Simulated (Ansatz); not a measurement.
W:

```
W
1.0
     0.00000    2.03000    2.03000
     2.03000    0.00000    2.03000
     2.03000    2.03000    0.00000
W
1
Direct
  0.00000 0.00000 0.00000
```

This isn't the form of W at room conditions, which is bcc.

Base run:

- Program: Ansatz 0.2.0
- Functional: LDA
- Potentials or basis: all-electron LAPW, scalar-relativistic
- Cutoff: 253 eV
- Density cutoff: 1012 eV
- Basis error allowed: 0.001 eV/atom
- k mesh: 11 × 11 × 11
- Occupations: fermi-dirac, width 0.05 eV
- Spin: no spin polarisation

Its results: pressure -17.6 GPa.

**Question.** The run is repeated on the same cell with these changes: functional from LDA to PBEsol; potentials or basis from all-electron LAPW, scalar-relativistic to all-electron LAPW, inner shells corrected to Dirac's equation. What comes out?

**Answer.** Pressure -12.5 GPa.

Not every run made on this cell is shown here.
